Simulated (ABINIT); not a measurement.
Runs of ABINIT 10.8.3 (patched build) on W. Symmetry: Im-3m, No. 229, cubic system. Conventional cell: a = 3.165 Å, b = 3.165 Å, c = 3.165 Å, α = 90.00°, β = 90.00°, γ = 90.00°. W (site symmetry m-3m) is surrounded by 8 W at 2.74 Å. 

```tsv
task	level	potentials or basis	k mesh	cutoff (eV)	fine-grid cutoff	mesh quality	gap on the mesh (eV)	pressure (GPa)
single point	LDA	JTH PAW LDA v2.0	7 × 7 × 7	408	816.342 eV	coarse	none	-
band structure	BLYP	JTH PAW PBE v2.0	12 × 12 × 12	517	1034.03 eV	not flagged	none	15.9
band structure	PBE	JTH PAW PBE v2.0	12 × 12 × 12	517	1034.03 eV	not flagged	none	(a)
band structure	r2SCAN	Ansatz PAW PBE default generated set, frozen core	12 × 12 × 12	490	979.61 eV	not flagged	none	-
band structure	RPBE	JTH PAW PBE v2.0	12 × 12 × 12	517	1034.03 eV	not flagged	none	9.9
single point	PBEsol	PseudoDojo NC SR PBEsol v0.4.1 standard	12 × 12 × 12	1007	-	not flagged	none	-2.8
band structure	r2SCAN	JTH PAW LDA v2.0	12 × 12 × 12	490	979.61 eV	not flagged	none	-
```

Alike in all rows: no spin polarisation; cell as given; smearing fermi-dirac 0.05 eV.

Q: Fill in the values left out.

A: (a) 6.1.

Caveats: some runs use coarse meshes; the PAW data sets were made with another functional, which shifts forces and pressure a little (some runs).

A k mesh can miss the band edges, and the runs leave out spin-orbit coupling on W.

A gap of «none» marks a metal or a gap under the smearing width.

Not every run made on this cell is shown here.
